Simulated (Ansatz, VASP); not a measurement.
BAs: VASP beside Ansatz

File INCAR:

```
SYSTEM = BAs
  PREC = Accurate
  ENCUT = 600
  EDIFF = 1E-6
  ISMEAR = -1
  SIGMA = 0.05
  LREAL = .False.
  LASPH = .True.
  NELM = 100
  ALGO = Fast
  ISIF = 3
  LWAVE = .False.
  LCHARG = .False.
  GGA = RP
  IBRION = 2
  NSW = 60
  EDIFFG = -0.01
```

Contents of KPOINTS:

```
regular mesh
0
Gamma
  9 9 9
  0 0 0
```

File POSCAR:

```
BAs
1.0
    2.9343700000      0.0000000000      0.0000000000
    0.0000000000      2.9343700000      0.0000000000
    0.0000000000      0.0000000000      2.9343700000
B As
1 1
Direct
    0.5000000000      0.5000000000      0.5000000000
    0.0000000000      0.0000000000      0.0000000000
```

File input.yaml:

```yaml
crystal:
  lattice:
    - [2.93437, 0.0, 0.0]
    - [0.0, 2.93437, 0.0]
    - [0.0, 0.0, 2.93437]
  atoms:
    - { symbol: B, position: [0.5, 0.5, 0.5] }
    - { symbol: As, position: [0.0, 0.0, 0.0] }
hamiltonian:
  xc: rpbe
  pseudopotentials: { kind: paw }
kpoints:
  mp_grid: { grid: [9, 9, 9] }
scf:
  occupations: { method: fermi_dirac, width: 0.05 }
output:
  forces: true
  stress: true
  eigenvalues: true
relax:
  f_tol: 0.01
  max_steps: 40
  cell: { stress_tol: 0.05 }
```

The cell was built by a generator and needn't be a form met in nature.

Alike in both runs: task relaxation of cell and atoms; functional RPBE; k mesh 9 × 9 × 9; occupations fermi-dirac, width 0.05 eV; no spin polarisation.

|  | VASP | Ansatz |
| --- | --- | --- |
| version | VASP 6.6.1 | Ansatz 0.2.0 |
| potentials or method | VASP PAW PBE potentials, release 64 (B, As) | Ansatz PAW |
| plane-wave cutoff (eV) | 600 | 420 |
| valence electrons in the cell | 8 | 18 |

VASP gave:

* gap on the k mesh at the Fermi level, each at its own relaxed structure (eV): none
* relaxed volume (Å³/atom): 12.92
* relaxed cell length with the largest relative difference (Å): 2.956
* energy change over the relaxation (meV/atom): -2

Task: What did Ansatz give for the same quantities?

Result: gap on the k mesh at the Fermi level, each at its own relaxed structure (eV): none; relaxed volume (Å³/atom): 12.91; relaxed cell length with the largest relative difference (Å): 2.956; energy change over the relaxation (meV/atom): -2.

A gap of «none» marks a metal or a gap that the smearing closes. The two sets of potentials don't hold the same shells in valence.

Caveats: the PAW data sets were made with another functional, which shifts forces and pressure a little (VASP); the plane-wave basis is chosen anew once the cell has moved, so the energies of steps on either side of that aren't comparable (Ansatz); the PAW data sets come from PBE, with cores solved anew for the run's functional, which leaves a small shift of forces and pressure (Ansatz).
